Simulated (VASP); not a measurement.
# SnTe (Fm-3m) in VASP: further runs

The runs below take SnTe through single point, with PBE.

All numbers are computed with VASP 6.6.1; they aren't measurements. Logs are shortened: lines on timing, memory, paths and dates and some standing lists are left out, and cuts for length are marked.

### 1 The structure

Symmetry: Fm-3m, No. 225, cubic system. The conventional cell has a = 6.302 Å, b = 6.302 Å, c = 6.302 Å, α = 90.00°, β = 90.00°, γ = 90.00°. Te (site symmetry m-3m) is surrounded by 6 Sn at 3.15 Å. Sn (site symmetry m-3m) is surrounded by 6 Te at 3.15 Å.

### 2 Single point, PBE

INCAR

```
SYSTEM = SnTe
ADDGRID  = .False.      
ALGO     = Normal         ! electronic algorithm
EDIFF    = 1E-7           ! SCF threshold, eV
ENCUT    = 400            ! plane-wave cutoff, eV
GGA      = PE             ! functional
ISIF     = 2              ! what is computed and relaxed
ISMEAR   = 0              ! smearing method
LASPH    = .True.         ! aspherical terms in the spheres
LCHARG   = .False.        ! write CHGCAR
LREAL    = .False.        ! projectors in reciprocal space
LWAVE    = .False.        ! write WAVECAR
NELM     = 100            ! most SCF steps
PREC     = Accurate       ! precision mode
SIGMA    = 0.05           ! smearing width, eV
```

KPOINTS

```
k-points
0
Gamma
  4 4 4
  0 0 0
```

POSCAR

```
SnTe
1.0
    0.0000000000      3.1508500000      3.1508500000
    3.1508500000      0.0000000000      3.1508500000
    3.1508500000      3.1508500000      0.0000000000
Te Sn
1 1
Direct
    0.5000000000      0.5000000000      0.5000000000
    0.0000000000      0.0000000000      0.0000000000
```

Potentials or basis: VASP PAW PBE potentials, release 64 (Te, Sn_d).

Launch:

```console
cat potpaw_PBE.64/Te/POTCAR potpaw_PBE.64/Sn_d/POTCAR > POTCAR
mpirun -np 1 vasp_std > vasp.out
```

OUTCAR:

```text
SYSTEM = SnTe
   EDIFF = 1E-7
   ENCUT = 400
   GGA = PE
   ISIF = 2
   ISMEAR = 0
   LASPH = .True.
   LREAL = .False.
   NELM = 100
   PREC = Accurate

 Found      8 irreducible k-points:

 Following reciprocal coordinates:
            Coordinates               Weight
  0.000000  0.000000  0.000000      1.000000
  0.250000  0.000000  0.000000      8.000000
  0.500000  0.000000  0.000000      4.000000
  0.250000  0.250000  0.000000      6.000000
  0.500000  0.250000  0.000000     24.000000
 -0.250000  0.250000  0.000000     12.000000
   k-points           NKPTS =      8   k-points in BZ     NKDIM =      8   number of bands    NBANDS=     14
   number of dos      NEDOS =    301   number of ions     NIONS =      2
   total plane-waves  NPLWV =  27000
   dimension x,y,z NGX =    30 NGY =   30 NGZ =   30
   dimension x,y,z NGXF=    60 NGYF=   60 NGZF=   60
   ions per type =               1   1
   NGX,Y,Z   is equivalent  to a cutoff of  11.19, 11.19, 11.19 a.u.
   NGXF,Y,Z  is equivalent  to a cutoff of  22.39, 22.39, 22.39 a.u.
 SYSTEM =  SnTe
   PREC   = accura    normal or accurate (medium, high low for compatibility)
   ISTART =      0    job   : 0-new  1-cont  2-samecut
   ICHARG =      2    charge: 1-file 2-atom 10-const
   ISPIN  =      1    spin polarized calculation?
   LNONCOLLINEAR =      F non collinear calculations
   LSORBIT =      F    spin-orbit coupling
   LASPH  =      T    aspherical Exc in radial PAW
   ENCUT  =  400.0 eV  29.40 Ry    5.42 a.u.   7.27  7.27  7.27*2*pi/ulx,y,z
   NELM   =    100;   NELMIN=  2; NELMDL= -5     # of ELM steps
   EDIFF  = 0.1E-06   stopping-criterion for ELM
   LREAL  =      F    real-space projection
   EDIFFG = 0.1E-05   stopping-criterion for IOM
   NSW    =      0    number of steps for IOM
   IBRION =     -1    ionic relax: 0-MD 1-quasi-New 2-CG
   NFREE  =      0    steps in history (QN), initial steepest desc. (CG)
   ISIF   =      2    stress and relaxation
   ISYM   =      2    0-nonsym 1-usesym 2-fastsym
   POTIM  = 0.5000    time-step for ionic-motion
   TEBEG  =    0.0;   TEEND  =   0.0 temperature during run
   PSTRESS=    0.0 pullay stress
   NELECT =      20.0000    total number of electrons
   NUPDOWN=      -1.0000    fix difference up-down
   EMIN   =  10.00;   EMAX   =-10.00  energy-range for DOS
   EFERMI =   0.00;   METHOD = LEGACY
   ISMEAR =     0;   SIGMA  =   0.05  broadening in eV -4-tet -1-fermi 0-gaus
   EFERMI_NEDOS =   21; number of points for ismear=-14 and -15
   IALGO  =     38    algorithm
   IMIX   =      4    mixing-type and parameters
     AMIX     =   0.40;   BMIX     =  1.00
     AMIX_MAG =   1.60;   BMIX_MAG =  1.00
  volume/ion in A,a.u.               =      31.28       211.10
  Fermi-wavevector in a.u.,A,eV,Ry     =   1.119387  2.115336 17.048485  1.253028
  Thomas-Fermi vector in A             =   2.256026
   LORBIT       =      0    0 simple, 1 ext, 2 COOP (PROOUT), +10 PAW based schemes
   GGA     = PE    functional components
   LHFCALC =     F    Hartree Fock is set to
   AEXX    =    0.0000 exact exchange contribution
   IVDW    =     0    specifies the selected vdW correction
   LEPSILON=     F    determine dielectric tensor
   LRPA    =     F    only Hartree local field effects (RPA)
 non-spin polarized calculation
 Gauss-broadening in eV      SIGMA  =   0.05
  energy-cutoff  :      400.00
  volume of cell :       62.56
 maximum number of plane-waves:      1158
 NGX is ok and might be reduce to    30
   NGX = 15   NGY = 15   NGZ = 15

 number of electron      19.9999997 magnetization

 Free energy of the ion-electron system (eV)
  ---------------------------------------------------
  ext. energy  EPLUGINS =         0.00000000
  ---------------------------------------------------
  free energy    TOTEN  =        -7.54253089 eV

  energy without entropy =       -7.54110820  energy(sigma->0) =       -7.54181954

 E-fermi :   6.9915     XC(G=0):  -9.5162

 val. band max:        6.9439012034   @ k =   0.5000   0.0000   0.0000
 cond. band min:       7.0391728465   @ k =   0.5000   0.0000   0.0000
 fundamental gap:      0.0952716431
 Fermi energy:         6.9915370249

 k-point     1 :       0.0000    0.0000    0.0000
  band No.  band energies     occupation
      1     -14.9992      2.00000
      2     -14.9992      2.00000
      3     -14.9917      2.00000
      4     -14.9917      2.00000
      5     -14.9917      2.00000
      6      -5.8773      2.00000
      7       2.2488      2.00000
      8       4.7868      2.00000
      9       4.7868      2.00000
     10       4.7868      2.00000
     11      10.2871      0.00000
     12      10.2871      0.00000
     13      10.2871      0.00000
     14      11.6919      0.00000

 k-point     2 :       0.2500    0.0000    0.0000
  band No.  band energies     occupation
      1     -15.0015      2.00000
      2     -15.0015      2.00000
      3     -14.9909      2.00000
      4     -14.9885      2.00000
      5     -14.9885      2.00000
      6      -5.3767      2.00000
      7       0.2602      2.00000
      8       4.8929      2.00000
      9       4.8929      2.00000
     10       5.9817      2.00000
     11       8.5083      0.00000
     12       8.5083      0.00000
     13       8.5745      0.00000
     14      12.0586      0.00000

 k-point     3 :       0.5000    0.0000    0.0000
  band No.  band energies     occupation
      1     -15.0043      2.00000
      2     -15.0043      2.00000
      3     -14.9902      2.00000
      4     -14.9849      2.00000
      5     -14.9849      2.00000
      6      -4.6006      2.00000
      7      -1.4009      2.00000
      8       5.1222      2.00000
      9       5.1222      2.00000
     10       6.9439      1.82213
     11       7.0392      0.17787
     12       7.3063      0.00000
     13       7.3063      0.00000
     14      14.7034      0.00000

 k-point     4 :       0.2500    0.2500    0.0000
  band No.  band energies     occupation
      1     -15.0071      2.00000
      2     -14.9968      2.00000
      3     -14.9936      2.00000
      4     -14.9865      2.00000
      5     -14.9865      2.00000
      6      -5.2193      2.00000
      7       0.5795      2.00000
      8       3.8758      2.00000
      9       3.8758      2.00000
     10       4.8985      2.00000
     11       8.9677      0.00000
     12       9.9323      0.00000
     13      10.8089      0.00000
     14      10.8089      0.00000

 k-point     5 :       0.5000    0.2500    0.0000
  band No.  band energies     occupation
      1     -15.0100      2.00000
      2     -14.9991      2.00000
      3     -14.9915      2.00000
      4     -14.9847      2.00000
      5     -14.9833      2.00000
      6      -4.4726      2.00000
      7      -0.6846      2.00000
      8       2.8031      2.00000
      9       3.8632      2.00000
     10       4.4705      2.00000
     11       9.5750      0.00000
     12       9.5780      0.00000
     13      11.0225      0.00000
     14      11.1779      0.00000

 k-point     6 :      -0.2500    0.2500    0.0000
  band No.  band energies     occupation
      1     -15.0046      2.00000
      2     -15.0029      2.00000
      3     -14.9887      2.00000
      4     -14.9867      2.00000
      5     -14.9862      2.00000
      6      -4.7164      2.00000
      7      -0.6398      2.00000
      8       2.8367      2.00000
      9       4.9244      2.00000
     10       5.9282      2.00000
     11       7.8607      0.00000
     12       8.1076      0.00000
     13      11.0663      0.00000
     14      12.8915      0.00000

 [... further k-points ...]

------------------------ aborting loop because EDIFF is reached ----------------------------------------

  FORCE on cell =-STRESS in cart. coord.  units (eV):
  Direction    XX          YY          ZZ          XY          YZ          ZX
  --------------------------------------------------------------------------------------
  -------------------------------------------------------------------------------------
  Total        0.6179706      0.6179706      0.6179706     -0.0000000     -0.0000000      0.0000000
  in kB       15.8257842     15.8257842     15.8257842     -0.0000000     -0.0000000      0.0000000
  external PRESSURE =      15.8257842 kB  Pullay stress =       0.0000000 kB

 VOLUME and BASIS-vectors are now :
 -----------------------------------------------------------------------------
  energy-cutoff  :      400.00
  volume of cell :       62.56
      direct lattice vectors                 reciprocal lattice vectors
     0.000000000  3.150850000  3.150850000    -0.158687338  0.158687338  0.158687338
     3.150850000  0.000000000  3.150850000     0.158687338 -0.158687338  0.158687338
     3.150850000  3.150850000  0.000000000     0.158687338  0.158687338 -0.158687338

 POSITION                                       TOTAL-FORCE (eV/Angst)
 -----------------------------------------------------------------------------------
      3.15085      3.15085      3.15085        -0.000000     -0.000000     -0.000000
      0.00000      0.00000      0.00000         0.000000      0.000000      0.000000
 -----------------------------------------------------------------------------------
    total drift:                               -0.000000      0.000000      0.000000

  FREE ENERGIE OF THE ION-ELECTRON SYSTEM (eV)
  ---------------------------------------------------
  free  energy   TOTEN  =        -7.5425308859 eV

  energy  without entropy=       -7.5411081981  energy(sigma->0) =       -7.54181954
```

Run time: 6.9 s. Hardware: 1 thread of Intel Xeon Platinum 8488C (Sapphire Rapids), shared host; peak memory 0.16 GiB.

These settings aren't checked as converged: the numbers below hold their error.

What came out:

```
Free energy            : -7.5425 eV
Pressure               : 1.6 GPa
Band gap on the k mesh : 0.10 eV, direct
```

Caveat: the k mesh is coarse (spacing up to 0.43 Å⁻¹), so the values aren't converged; spin-orbit coupling is left out, which moves the levels of the heavy elements.

(Continued in part 2 of 2.)
